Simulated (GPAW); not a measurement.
# P (Cmce) in GPAW: convergence with empty bands an atom in the response

Aim: find how far empty bands an atom in the response must go before the results for P settle, at LDA. This setting moves, with any that are tied to it; all else stays.

Everything below comes from runs of GPAW 26.7.0. Logs are shortened: lines on timing, memory, paths and dates and some standing lists are left out, and cuts for length are marked. The log counts tension as positive stress, the text compression.

### 1 Starting point

It takes space group Cmce (No. 64, orthorhombic). Conventional cell: a = 3.295 Å, b = 10.930 Å, c = 4.544 Å, α = 90.00°, β = 90.00°, γ = 90.00°. P (site symmetry m) is surrounded by 3 P at 2.20 to 2.25 Å.

### 2 With empty bands an atom in the response 2

File run.py:

```python
import numpy as np
from ase.dft.bandgap import bandgap
from ase.io import write
from ase.spacegroup import crystal
from gpaw import GPAW, PW
from gpaw.response.df import DielectricFunction

# P 8f
atoms = crystal(['P'],
                basis=[[0.5, 0.59585687, 0.58881517]],
                spacegroup=64, setting=1,  # Cmce
                cellpar=[3.29548625, 10.93007545, 4.54363559, 90.0, 90.0, 90.0],
                primitive_cell=True)

calc = GPAW(mode=PW(400),
            xc='LDA',
            kpts={'size': (7, 7, 5), 'gamma': True},
            occupations={'name': 'fermi-dirac', 'width': 0.001},
            nbands=21,
            convergence={'density': 1e-06},
            maxiter=150,
            txt='gpaw.txt')
atoms.calc = calc
energy = atoms.get_potential_energy()
calc.write('gs.gpw')
write('result.traj', atoms)
print(f'Energy: {energy:.6f} eV')
print('Fermi level:', round(calc.get_fermi_level(), 4), 'eV')
print(f'Gap: {bandgap(calc)[0]:.4f} eV, direct: {bandgap(calc, direct=True)[0]:.4f} eV')

for size in [(8, 8, 6)]:
    name = 'x'.join(str(n) for n in size)
    dense = calc.fixed_density(kpts={'size': size, 'gamma': True},
                               nbands=24, convergence={'bands': 18, 'eigenstates': 1e-7},
                               update_fermi_level=True, txt=f'dense-{name}.txt')
    dense.write(f'{name}.gpw', mode='all')
    df = DielectricFunction(f'{name}.gpw', frequencies=np.array([0.0]), hilbert=False, eta=0.001,
                            ecut=80, nbands=18, intraband=False, txt=f'df-{name}.txt')
    for xc in ['RPA']:
        for direction in ['x', 'y', 'z', [0, 1, 1], [1, 0, 1], [1, 1, 0]]:
            e0, e = df.get_macroscopic_dielectric_constant(xc=xc, direction=direction)
            print(f'{name} {xc} {direction}: {e0:.4f} without, {e:.4f} with local fields')
```

Potentials or basis: the program's PAW data sets (release 1.2.1) made for this functional, pw.

Run with:

```bash
$ OMP_NUM_THREADS=1 python run.py
```

It took 2.4 min on 1 thread of Arm Neoverse V1, shared host; peak memory 0.37 GiB.

What came out:

| Quantity | Value |
| --- | --- |
| Free energy | -23.8459 eV |
| Band gap on the k mesh | 0.18 eV, direct |
| Electronic dielectric tensor (diagonal) | 12.29, 6.79, 16716.19 |

### 3 With empty bands an atom in the response 3

run.py, as its differences from that of step 2:

```diff
@@ -33,3 +33,3 @@
     dense = calc.fixed_density(kpts={'size': size, 'gamma': True},
-                               nbands=24, convergence={'bands': 18, 'eigenstates': 1e-7},
+                               nbands=28, convergence={'bands': 22, 'eigenstates': 1e-7},
                                update_fermi_level=True, txt=f'dense-{name}.txt')
@@ -37,3 +37,3 @@
     df = DielectricFunction(f'{name}.gpw', frequencies=np.array([0.0]), hilbert=False, eta=0.001,
-                            ecut=80, nbands=18, intraband=False, txt=f'df-{name}.txt')
+                            ecut=80, nbands=22, intraband=False, txt=f'df-{name}.txt')
     for xc in ['RPA']:
```

Potentials or basis: the program's PAW data sets (release 1.2.1) made for this functional, pw.

Run with:

```bash
$ OMP_NUM_THREADS=1 python run.py
```

Run time: 3.1 min. Hardware: 1 thread of Arm Neoverse V1, shared host; peak memory 0.39 GiB.

Results:

```yaml
Free_energy: -23.8459 eV
Band_gap_on_the_k_mesh: 0.18 eV, direct
Electronic_dielectric_tensor_diagonal: 12.36, 7.00, 16747.42
```

### 4 With empty bands an atom in the response 5

run.py, as its differences from that of step 3:

```diff
@@ -33,3 +33,3 @@
     dense = calc.fixed_density(kpts={'size': size, 'gamma': True},
-                               nbands=28, convergence={'bands': 22, 'eigenstates': 1e-7},
+                               nbands=36, convergence={'bands': 30, 'eigenstates': 1e-7},
                                update_fermi_level=True, txt=f'dense-{name}.txt')
@@ -37,3 +37,3 @@
     df = DielectricFunction(f'{name}.gpw', frequencies=np.array([0.0]), hilbert=False, eta=0.001,
-                            ecut=80, nbands=22, intraband=False, txt=f'df-{name}.txt')
+                            ecut=80, nbands=30, intraband=False, txt=f'df-{name}.txt')
     for xc in ['RPA']:
```

Run with:

```bash
$ OMP_NUM_THREADS=1 python run.py
```

It took 4.3 min on 1 thread of Arm Neoverse V1, shared host; peak memory 0.41 GiB.

What came out:

```
Free energy                             : -23.8459 eV
Band gap on the k mesh                  : 0.18 eV, direct
Electronic dielectric tensor (diagonal) : 12.41, 7.15, 16780.39
```

### 5 With empty bands an atom in the response 8

run.py, as its differences from that of step 4:

```diff
@@ -33,3 +33,3 @@
     dense = calc.fixed_density(kpts={'size': size, 'gamma': True},
-                               nbands=36, convergence={'bands': 30, 'eigenstates': 1e-7},
+                               nbands=48, convergence={'bands': 42, 'eigenstates': 1e-7},
                                update_fermi_level=True, txt=f'dense-{name}.txt')
@@ -37,3 +37,3 @@
     df = DielectricFunction(f'{name}.gpw', frequencies=np.array([0.0]), hilbert=False, eta=0.001,
-                            ecut=80, nbands=30, intraband=False, txt=f'df-{name}.txt')
+                            ecut=80, nbands=42, intraband=False, txt=f'df-{name}.txt')
     for xc in ['RPA']:
```

Run with:

```bash
$ OMP_NUM_THREADS=1 python run.py
```

It took 6.1 min on 1 thread of Arm Neoverse V1, shared host; peak memory 0.45 GiB.

Results (log left out):

```yaml
Free_energy: -23.8459 eV
Band_gap_on_the_k_mesh: 0.18 eV, direct
Electronic_dielectric_tensor_diagonal: 12.45, 7.20, 16807.08
```

### 6 With empty bands an atom in the response 12

run.py, as its differences from that of step 5:

```diff
@@ -33,3 +33,3 @@
     dense = calc.fixed_density(kpts={'size': size, 'gamma': True},
-                               nbands=48, convergence={'bands': 42, 'eigenstates': 1e-7},
+                               nbands=64, convergence={'bands': 58, 'eigenstates': 1e-7},
                                update_fermi_level=True, txt=f'dense-{name}.txt')
@@ -37,3 +37,3 @@
     df = DielectricFunction(f'{name}.gpw', frequencies=np.array([0.0]), hilbert=False, eta=0.001,
-                            ecut=80, nbands=42, intraband=False, txt=f'df-{name}.txt')
+                            ecut=80, nbands=58, intraband=False, txt=f'df-{name}.txt')
     for xc in ['RPA']:
```

Potentials or basis: the program's PAW data sets (release 1.2.1) made for this functional, pw.

Run with:

```bash
$ OMP_NUM_THREADS=1 python run.py
```

Run time: 7.8 min. Hardware: 1 thread of Arm Neoverse V1, shared host; peak memory 0.5 GiB.

The run converged. Its results:

```yaml
Free_energy: -23.8459 eV
Band_gap_on_the_k_mesh: 0.18 eV, direct
Electronic_dielectric_tensor_diagonal: 12.49, 7.21, 16825.08
```

### 7 With empty bands an atom in the response 18

run.py, as its differences from that of step 6:

```diff
@@ -33,3 +33,3 @@
     dense = calc.fixed_density(kpts={'size': size, 'gamma': True},
-                               nbands=64, convergence={'bands': 58, 'eigenstates': 1e-7},
+                               nbands=88, convergence={'bands': 82, 'eigenstates': 1e-7},
                                update_fermi_level=True, txt=f'dense-{name}.txt')
@@ -37,3 +37,3 @@
     df = DielectricFunction(f'{name}.gpw', frequencies=np.array([0.0]), hilbert=False, eta=0.001,
-                            ecut=80, nbands=58, intraband=False, txt=f'df-{name}.txt')
+                            ecut=80, nbands=82, intraband=False, txt=f'df-{name}.txt')
     for xc in ['RPA']:
```

Run with:

```bash
$ OMP_NUM_THREADS=1 python run.py
```

It took 13 min on 1 thread of Arm Neoverse V1, shared host; peak memory 0.57 GiB.

It converged, with:

```yaml
Free_energy: -23.8459 eV
Band_gap_on_the_k_mesh: 0.18 eV, direct
Electronic_dielectric_tensor_diagonal: 12.51, 7.22, 16835.55
```

### 8 With empty bands an atom in the response 26

run.py, as its differences from that of step 7:

```diff
@@ -33,3 +33,3 @@
     dense = calc.fixed_density(kpts={'size': size, 'gamma': True},
-                               nbands=88, convergence={'bands': 82, 'eigenstates': 1e-7},
+                               nbands=120, convergence={'bands': 114, 'eigenstates': 1e-7},
                                update_fermi_level=True, txt=f'dense-{name}.txt')
@@ -37,3 +37,3 @@
     df = DielectricFunction(f'{name}.gpw', frequencies=np.array([0.0]), hilbert=False, eta=0.001,
-                            ecut=80, nbands=82, intraband=False, txt=f'df-{name}.txt')
+                            ecut=80, nbands=114, intraband=False, txt=f'df-{name}.txt')
     for xc in ['RPA']:
```

Potentials or basis: the program's PAW data sets (release 1.2.1) made for this functional, pw.

Run with:

```bash
$ OMP_NUM_THREADS=1 python run.py
```

gpaw.txt:

```text
__  _  _
 | _ |_)|_||  |
 |__||  | ||/\| - 26.7.0

Input parameters:
  mode=PW(ecut=400.0),
  convergence={'density': 1e-06},
  kpts=MonkhorstPack(size=(7, 7, 5), gamma=True),
  maxiter=150,
  nbands=21,
  occupations=Occupations(name='fermi-dirac', width=0.001),
  xc=XC(name='LDA')

Diagonalizing LCAO Hamiltonian
Converting LCAO to pw mode

           P
             P

       P
         P

Atoms  # Å, Bohr magnetons
|   | symbol |        x |         y |        z |    initial magnetic moments |
|---|--------|----------|-----------|----------|-----------------------------|
| 0 |      P | 1.647743 | -4.417315 | 2.675362 | ( 0.0000,  0.0000,  0.0000) |
| 1 |      P | 1.647743 | -1.047723 | 0.403544 | ( 0.0000,  0.0000,  0.0000) |
| 2 |      P | 1.647743 |  1.047723 | 4.140092 | ( 0.0000,  0.0000,  0.0000) |
| 3 |      P | 1.647743 |  4.417315 | 1.868274 | ( 0.0000,  0.0000,  0.0000) |

Unit cell  # Å
| periodic |        x |         y |        z |  lengths |     angles |
|----------|----------|-----------|----------|----------|------------|
|      yes | 1.647743 | -5.465038 | 0.000000 | 5.708038 |  90.000000 |
|      yes | 1.647743 |  5.465038 | 0.000000 | 5.708038 |  90.000000 |
|      yes | 0.000000 |  0.000000 | 4.543636 | 4.543636 | 146.443224 |

Number of symmetries: 4
Symmetry operations  # r_c * U_cc + t_c -> r_c
|   | kind |            matrix            |
|---|------|------------------------------|
| 0 |  E   |  1, 0, 0,  0, 1, 0,  0, 0, 1 |
| 1 |  C2  |  0, 1, 0,  1, 0, 0,  0, 0,-1 |
| 2 |  σ   |  0,-1, 0, -1, 0, 0,  0, 0, 1 |
| 3 |  i   | -1, 0, 0,  0,-1, 0,  0, 0,-1 |

BZ-sampling:
  Number of BZ points: 245
  Number of IBZ points: 72

  Monkhorst-Pack size: [7, 7, 5]
  Monkhorst-Pack shift: [0, 0, 0]

K-points  # in reciprocal-cell coordinates
|     |                                coordinates |     weight |
|-----|--------------------------------------------|------------|
|   0 | (  0.00000000,   0.00000000,   0.00000000) | 0.00408163 |
|   1 | (  0.00000000,   0.00000000,   0.20000000) | 0.00816327 |
|   2 | (  0.00000000,   0.00000000,   0.40000000) | 0.00816327 |
|   3 | (  0.14285714,  -0.14285714,  -0.40000000) | 0.00816327 |
|   4 | (  0.14285714,  -0.14285714,  -0.20000000) | 0.00816327 |
|   5 | (  0.14285714,  -0.14285714,   0.00000000) | 0.00816327 |
|   6 | (  0.14285714,  -0.14285714,   0.20000000) | 0.00816327 |
|   7 | (  0.14285714,  -0.14285714,   0.40000000) | 0.00816327 |
|   8 | (  0.14285714,   0.00000000,  -0.40000000) | 0.01632653 |
|   9 | (  0.14285714,   0.00000000,  -0.20000000) | 0.01632653 |
| ... |                                            |            |
|  71 | (  0.42857143,   0.42857143,   0.40000000) | 0.01632653 |

Plane wave coefficients: 1515
Cutoff: 400.0 eV

Spin-components: 1 (collinear spins)
Bands:           21
Projectors:      20
Spin-degeneracy: 2
Datatype:        complex128

Parallelization:
  kpt:    1
  domain: 1
  band:   1

Density:
  Valence electrons: 20.0
  Components: 1
  Grid points: [27 27 21]
  Charge: 0.0  # |e|

Potential:
  Grid points: [27 27 21]

species:
  P:
    name:    Phosphorus
    Z:       15.0
    valence: 5
    core:    10
    charge:  0.0  # [|e|]
    compensation charges:
      type: gauss
      rc: 0.30  # [Å]
      lmax: 2
    cutoffs:
      filter: 1.69  # [Å]
      core: 1.81  # [Å]
    projectors
    | kind |    occ | energy [eV] | rcut [Å] |
    |------|--------|-------------|----------|
    |   3s |  2.000 |     -14.015 |    0.953 |
    |   3p |  3.000 |      -5.596 |    0.953 |
    |    s |        |      13.197 |    0.953 |
    |    p |        |      21.615 |    0.953 |
    |    d |        |       0.000 |    0.953 |

    Using partial waves for P as LCAO basis

Reference energy: -37090.423230  # eV

eigensolver:
  PPCG
  Converge bands: occupied
  niter=2

density mixing:
  MSR1-Mixer
  Pratt-step length: 0.05
  Maximum mixing coefficient: 0.75
  Old densities: 10
  SVD Regularization: 0.005
  Good broyden scale: 1.0
  Trust region scale: 1.0
  Backstep threshold: 4.0
  History deletion threshold: 6.0
  Fourier metric: weight=20.0, sigma=0.015

occupation numbers:
  Fermi-Dirac:
    width: 0.0010  # eV

poisson solver:
  ecut: 3200.0  # eV

xc functional:
  name: None

convergence criteria:
- Maximum integral of absolute [dens]ity change: 1e-06 electrons / valence electron
- Maximum [total energy] change in last 3 cyles: 0.0005 eV / valence electron
- Maximum integral of absolute [eigenst]ate change: 4e-08 eV^2 / valence electron
maximum number of iterations: 150

SCF iterations
|iter     | |      energy | eigst |  dens |
|---------|-|-------------|-------|-------|
|iter:   1| |  -24.011535 | +0.20 |       |
|iter:   2| |  -24.021443 | -1.87 | -1.00 |
|iter:   3| |  -23.859186 | -2.39 | -1.03 |
|iter:   4| |  -23.847226 | -3.12 | -1.52 |
|iter:   5| |  -23.846084 | -4.00 | -2.17 |
|iter:   6| |  -23.845912c| -4.98 | -2.51 |
|iter:   7| |  -23.845915c| -6.51 | -3.01 |
|iter:   8| |  -23.845915c| -7.91c| -3.77 |
|iter:   9| |  -23.845915c| -8.51c| -4.64 |
|iter:  10| |  -23.845915c| -9.17c| -5.40 |
|iter:  11| |  -23.845915c| -9.73c| -5.82 |
|iter:  12| |  -23.845915c|-10.26c| -6.41c|

Converged in 12 steps
Energy contributions relative to reference atoms: (reference = -37090.423230)

Energy contributions:
  Kinetic:          23.800786
  Coulomb:         -22.765867
  Zero:             -0.091677
  External:          0.000000
  Xc:              -24.789157
  Entropy:          -0.000000
  Spinorbit:         0.000000
  ----------------------------
  Free energy:     -23.845915
  Extrapolated:    -23.845915

dipole moment: (0.000005, -0.000000, 0.000007)  # |e|*Ang

Fermi level: 5.721
Eigenvalues  # (at kpt = [0.000, 0.000, 0.000])
| band index |      eig [eV] | occ [0-2] |
|------------|---------------|-----------|
|          0 |       -10.104 |     2.000 |
|        ... |               |           |
|          2 |        -4.069 |     2.000 |
|          3 |        -1.088 |     2.000 |
|          4 |         0.798 |     2.000 |
|          5 |         0.806 |     2.000 |
|          6 |         1.637 |     2.000 |
|          7 |         2.883 |     2.000 |
[... 8 lines left out ...]
|         16 |        12.458 |     0.000 |
|         17 |        13.019 |     0.000 |
|        ... |               |           |
|         20 |        14.150 |     0.000 |

Gap: 0.179 eV
Transition (v -> c):
  (s=0, k=41, n=9, [0.43, -0.43, 0.00]) -> (s=0, k=41, n=10, [0.43, -0.43, 0.00])
No difference between direct/indirect transitions
# Writing to gs.gpw (mode='')
```

It took 23 min on 1 thread of Arm Neoverse V1, shared host; peak memory 0.67 GiB.

What came out:

- Free energy: -23.8459 eV
- Band gap on the k mesh: 0.18 eV, direct
- Electronic dielectric tensor (diagonal): 12.52, 7.22, 16842.70

### 9 Result

| empty bands an atom in the response | dielectric constant | SCF cycles | CPU time (s) | peak memory (GiB) |
| --- | --- | --- | --- | --- |
| 2 | 5578.422 | 12 | 150 | 0.37 |
| 3 | 5588.928 | 12 | 190 | 0.39 |
| 5 | 5599.986 | 12 | 260 | 0.41 |
| 8 | 5608.913 | 12 | 360 | 0.45 |
| 12 | 5614.927 | 12 | 470 | 0.5 |
| 18 | 5618.427 | 12 | 790 | 0.57 |
| 26 | 5620.812 | 12 | 1400 | 0.67 |

Not settled before the last step: the dielectric constant (to 0.05). The tightest run that finished is the yardstick and may itself not be fully converged.

Caveats: the gap is small at this level, which inflates the dielectric constant; the long-wavelength limit can be off by a per cent or two; the program warned that so skewed a cell can give wrong results.
